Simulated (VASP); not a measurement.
# GaN (F-43m) in VASP: a series of runs, part 2 of 2

VASP 6.6.1. The steps go on from the part before.

## Step 4: G0W0 quasiparticle levels, LDA

The input, POSCAR:

```
GaN
1.0
    0.0000000000      2.2535006075      2.2535006075
    2.2535006075      0.0000000000      2.2535006075
    2.2535006075      2.2535006075      0.0000000000
Ga N
1 1
Direct
    0.0000000000      0.0000000000      0.0000000000
    0.2500000000      0.2500000000      0.2500000000
```

The input, INCAR.step1:

```
SYSTEM = GaN
PREC = Accurate ; ENCUT = 500
EDIFF = 1E-8 ; ISMEAR = 0
SIGMA = 0.01 ; LREAL = .FALSE.
LASPH = .TRUE. ; NELM = 100
ALGO = Fast ; LWAVE = .TRUE.
LCHARG = .FALSE. ; KPAR = 4
```

The input, INCAR.step2:

```
SYSTEM = GaN
PREC = Accurate ; ENCUT = 500
EDIFF = 1E-8 ; ISMEAR = 0
SIGMA = 0.01 ; LREAL = .FALSE.
LASPH = .TRUE. ; NELM = 1
ALGO = Exact ; LWAVE = .TRUE.
LCHARG = .FALSE. ; NBANDS = 156
LOPTICS = .TRUE. ; ISTART = 1
KPAR = 4
```

The input, INCAR.step3:

```
SYSTEM = GaN
PREC = Accurate ; ENCUT = 500
EDIFF = 1E-8 ; ISMEAR = 0
SIGMA = 0.01 ; LREAL = .FALSE.
LASPH = .TRUE. ; ALGO = EVGW0
LWAVE = .FALSE. ; LCHARG = .FALSE.
NELMGW = 1 ; NBANDS = 156
ENCUTGW = 200 ; NOMEGA = 50
PRECFOCK = Fast ; ISTART = 1
NBANDSGW = 17 ; KPAR = 4
```

The input, KPOINTS:

```
Automatic mesh
0
G
  6 6 6
  0 0 0
```

Potentials or basis: VASP PAW LDA potentials, release 64 (Ga_d_GW, N_GW).

The run is started by

```bash
cat potpaw_LDA.64/Ga_d_GW/POTCAR potpaw_LDA.64/N_GW/POTCAR > POTCAR
cp INCAR.step1 INCAR
mpirun -np 4 vasp_std > vasp.out
cp INCAR.step2 INCAR
mpirun -np 4 vasp_std > vasp.out
cp INCAR.step3 INCAR
mpirun -np 4 vasp_std > vasp.out
```

OUTCAR:

```text
SYSTEM = GaN
   PREC = Accurate
   ENCUT = 500
   EDIFF = 1E-8
   ISMEAR = 0
   LREAL = .FALSE.
   LASPH = .TRUE.
   NELMGW = 1
   ENCUTGW = 200
   PRECFOCK = Fast
   ISTART = 1

 ion  position               nearest neighbor table
   1  0.000  0.000  0.000-   2 1.95   2 1.95   2 1.95   2 1.95
   2  0.250  0.250  0.250-   1 1.95   1 1.95   1 1.95   1 1.95

  LATTYP: Found a face centered cubic cell.
 ALAT       =     4.5070012150

  Lattice vectors:

 A1 = (   0.0000000000,   2.2535006075,   2.2535006075)
[... 160 lines left out ...]
   ENCUTGW             = 200.0    cutoff for response function in eV
   ENCUTGWSOFT         = 160.0    soft cutoff for Coulomb kernel in GW response function in eV
   ENCUTLF             =  -1.0    cutoff for local field effects
   NELMGW              =     1    number of iterations in solving QP/BSE equation
   NELMHF              =     1    number of iterations in the inner HF iteration
   NKREDLFX            =     1    NKREDLFY  =   1   NKREDLFZ  =   1
 non-spin polarized calculation
 Gauss-broadening in eV      SIGMA  =   0.01
  energy-cutoff  :      500.00
  volume of cell :       22.89
 maximum number of plane-waves:       589
  NGX = 14; NGY = 14; NGZ = 14
   NGX = 11   NGY = 11   NGZ = 11
 maximum number of plane-waves:       169

 QP shifts <psi_nk| G(iteration)W_0 |psi_nk>: iteration 1
 for sc-GW calculations column KS-energies equals QP-energies in previous step
 and V_xc(KS)=  KS-energies - (<T + V_ion + V_H > + <T+V_H+V_ion>^1  + <V_x>^1)

 k-point   1 :       0.0000    0.0000    0.0000
  band No.  KS-energies  QP-energies   sigma(KS)   V_xc(KS)     V^pw_x(r,r')   Z            occupation Imag(sigma)

      1     -10.9636     -12.0753     -16.4931     -14.8120     -24.3722       0.6613       2.0000       1.0664
      2      -8.7721     -11.3501     -25.2197     -21.6570     -34.7612       0.7236       2.0000       0.2241
      3      -8.7721     -11.3501     -25.2197     -21.6570     -34.7612       0.7236       2.0000       0.2241
      4      -8.7721     -11.3501     -25.2197     -21.6570     -34.7612       0.7236       2.0000       0.2241
      5      -8.4577     -11.1427     -25.6345     -21.9665     -35.1451       0.7320       2.0000       0.1666
      6      -8.4577     -11.1427     -25.6345     -21.9665     -35.1451       0.7320       2.0000       0.1666
[... 311 lines left out ...]
      3      -8.5721     -11.2101     -25.4919     -21.8755     -35.0772       0.7295       2.0000       0.2068
      4      -8.4653     -11.1266     -25.6514     -22.0147     -35.2482       0.7318       2.0000       0.1980
      5      -8.4186     -11.1019     -25.6719     -22.0098     -35.2142       0.7327       2.0000       0.1724
      6      -6.3467      -8.2111     -22.0196     -19.4453     -30.1124       0.7242       2.0000       0.4817
[... 9 lines left out ...]
     16      27.6220      28.7168     -11.8827     -13.2750      -4.5486       0.7864       0.0000      -1.1055
     17      29.1251      30.2903     -11.3204     -12.7760      -4.5260       0.8005       0.0000      -0.9299
```

OUTCAR.step1:

```text
SYSTEM = GaN
   PREC = Accurate
   ENCUT = 500
   EDIFF = 1E-8
   ISMEAR = 0
   LREAL = .FALSE.
   LASPH = .TRUE.
[... 466 lines left out ...]
      0.00000      0.00000      0.00000         0.000000     -0.000000      0.000000
      1.12675      1.12675      1.12675        -0.000000      0.000000     -0.000000
 -----------------------------------------------------------------------------------
    total drift:                                0.000002      0.000002      0.000002

  FREE ENERGIE OF THE ION-ELECTRON SYSTEM (eV)
  ---------------------------------------------------
  free  energy   TOTEN  =       -13.9357537313 eV

  energy  without entropy=      -13.9357537313  energy(sigma->0) =      -13.93575373
```

It took 87 s on 4 MPI ranks of Intel Xeon 6975P-C (Granite Rapids), shared host; peak memory 0.61 GiB.

Results:

| Property | Result |
| --- | --- |
| Band gap on the k mesh, mean-field level | 1.75 eV, direct |
| Quasiparticle gap | 2.94 eV |
| Least direct quasiparticle gap | 2.94 eV |

Caveat: bands, screening cutoff and mesh are small and nothing is extrapolated, so the quasiparticle values aren't converged.

## Step 5: EvGW0 quasiparticle levels, PBE

POSCAR is that of step 4.

The input, INCAR.step1:

```
SYSTEM = GaN
ALGO = Normal
EDIFF = 1E-8
ENCUT = 500
GGA = PE
ISMEAR = 0
KPAR = 4
LASPH = .True.
LCHARG = .False.
LREAL = .False.
LWAVE = .True.
NELM = 60
PREC = Accurate
SIGMA = 0.01
```

The input, INCAR.step2:

```
SYSTEM = GaN
ALGO = Exact
EDIFF = 1E-8
ENCUT = 500
GGA = PE
ISMEAR = 0
ISTART = 1
KPAR = 4
LASPH = .True.
LCHARG = .False.
LOPTICS = .True.
LREAL = .False.
LWAVE = .True.
NBANDS = 156
NELM = 1
PREC = Accurate
SIGMA = 0.01
```

The input, INCAR.step3:

```
SYSTEM = GaN
ALGO = EVGW0
EDIFF = 1E-8
ENCUT = 500
ENCUTGW = 200
GGA = PE
ISMEAR = 0
ISTART = 1
KPAR = 4
LASPH = .True.
LCHARG = .False.
LREAL = .False.
LWAVE = .False.
NBANDS = 156
NBANDSGW = 17
NELMGW = 4
NOMEGA = 50
PREC = Accurate
PRECFOCK = Fast
SIGMA = 0.01
```

The input, KPOINTS:

```
k-points
0
Gamma
  6 6 6
  0 0 0
```

Potentials or basis: VASP PAW PBE potentials, release 64 (Ga_d_GW, N_GW).

The run is started by

```bash
cat potpaw_PBE.64/Ga_d_GW/POTCAR potpaw_PBE.64/N_GW/POTCAR > POTCAR
cp INCAR.step1 INCAR
mpirun -np 4 vasp_std > vasp.out
cp INCAR.step2 INCAR
mpirun -np 4 vasp_std > vasp.out
cp INCAR.step3 INCAR
mpirun -np 4 vasp_std > vasp.out
```

OUTCAR:

```text
SYSTEM = GaN
   EDIFF = 1E-8
   ENCUT = 500
   ENCUTGW = 200
   GGA = PE
   ISMEAR = 0
   ISTART = 1
   LASPH = .True.
   LREAL = .False.
   NELMGW = 4
   PREC = Accurate
   PRECFOCK = Fast

 ion  position               nearest neighbor table
   1  0.000  0.000  0.000-   2 1.95   2 1.95   2 1.95   2 1.95
   2  0.250  0.250  0.250-   1 1.95   1 1.95   1 1.95   1 1.95

  LATTYP: Found a face centered cubic cell.
 ALAT       =     4.5070012150

  Lattice vectors:

[... 160 lines left out ...]
   LRPAFORCE           =     F    calculate RPA forces
   ENCUTGW             = 200.0    cutoff for response function in eV
   ENCUTGWSOFT         = 160.0    soft cutoff for Coulomb kernel in GW response function in eV
   ENCUTLF             =  -1.0    cutoff for local field effects
   NELMGW              =     4    number of iterations in solving QP/BSE equation
   NELMHF              =     1    number of iterations in the inner HF iteration
   NKREDLFX            =     1    NKREDLFY  =   1   NKREDLFZ  =   1
 non-spin polarized calculation
 Gauss-broadening in eV      SIGMA  =   0.01
  energy-cutoff  :      500.00
  volume of cell :       22.89
 maximum number of plane-waves:       589
  NGX = 14; NGY = 14; NGZ = 14
   NGX = 11   NGY = 11   NGZ = 11
 maximum number of plane-waves:       169

 QP shifts <psi_nk| G(iteration)W_0 |psi_nk>: iteration 1
 for sc-GW calculations column KS-energies equals QP-energies in previous step
 and V_xc(KS)=  KS-energies - (<T + V_ion + V_H > + <T+V_H+V_ion>^1  + <V_x>^1)

 k-point   1 :       0.0000    0.0000    0.0000
  band No.  KS-energies  QP-energies   sigma(KS)   V_xc(KS)     V^pw_x(r,r')   Z            occupation Imag(sigma)

      1     -10.8304     -12.0173     -16.6515     -14.8573     -24.5864       0.6615       2.0000       1.0749
      2      -8.3916     -11.1438     -25.2834     -21.4866     -34.7913       0.7249       2.0000       0.2264
      3      -8.3916     -11.1438     -25.2834     -21.4866     -34.7913       0.7249       2.0000       0.2264
      4      -8.3916     -11.1438     -25.2834     -21.4866     -34.7913       0.7249       2.0000       0.2264
      5      -8.0751     -10.9293     -25.7037     -21.8063     -35.1847       0.7323       2.0000       0.1689
      6      -8.0751     -10.9293     -25.7037     -21.8063     -35.1847       0.7323       2.0000       0.1689
[... 1325 lines left out ...]
      3     -11.8525     -11.8970     -25.4363      13.5226     -35.1131       0.7266       2.0000       0.2428
      4     -11.7743     -11.8189     -25.6069      13.7715     -35.2835       0.7303       2.0000       0.2289
      5     -11.7966     -11.8436     -25.6756      13.8148     -35.2532       0.7322       2.0000       0.1853
      6      -8.7787      -8.8102     -22.4177      13.5958     -30.7301       0.7296       2.0000       0.5586
[... 9 lines left out ...]
     16      28.9422      28.9435     -11.8829      40.8268      -4.5355       0.7850       0.0000      -1.1242
     17      30.4472      30.4482     -11.4675      41.9161      -4.5498       0.7975       0.0000      -0.9674
```

Wall time 6.1 min (4 MPI ranks of Intel Xeon 6975P-C (Granite Rapids), shared host); peak memory 0.62 GiB.

Results:

| Item | Value |
| --- | --- |
| Band gap on the k mesh, mean-field level | 1.73 eV, direct |
| Quasiparticle gap | 3.11 eV |
| Least direct quasiparticle gap | 3.11 eV |

Levels at points of the mesh, in eV from the valence-band top:
```tsv
k point	band 6	band 7	band 8	band 9	band 10	band 11	band 12	band 13
(0.00, 0.00, 0.00)	-13.17	0.00	0.00	0.00	1.73	10.30	10.30	10.30
(0.50, 0.00, 0.00)	-11.91	-7.04	-0.97	-0.97	4.64	8.73	10.35	10.35
(0.50, 0.50, 0.00)	-11.48	-6.13	-2.70	-2.70	3.35	6.66	11.71	13.96
```

Quasiparticle gap after each update of the energies (eV): 2.89, 3.07, 3.10, 3.11

Caveat: bands, screening cutoff and mesh are small and nothing is extrapolated, so the quasiparticle values aren't converged.

## Step 6: Comparison with measurements

Step 4. A measured gap of GaN is 3.299 eV (direct; 0 K; a printed reference work, textbook); the calculated 2.94 eV misses it by -0.35 eV. Spin-orbit coupling on Ga is left out. The value is that of G0W0 on LDA, without temperature or zero-point motion. The cell is a database's relaxed one, not the measured one, which moves gaps too.

Step 5. A measured gap of GaN is 3.299 eV (direct; 0 K; a printed reference work, textbook); the calculated 3.11 eV misses it by -0.19 eV. Spin-orbit coupling on Ga is left out. The value is that of GW on PBE, without temperature or zero-point motion. The cell is a database's relaxed one, not the measured one, which moves gaps too.
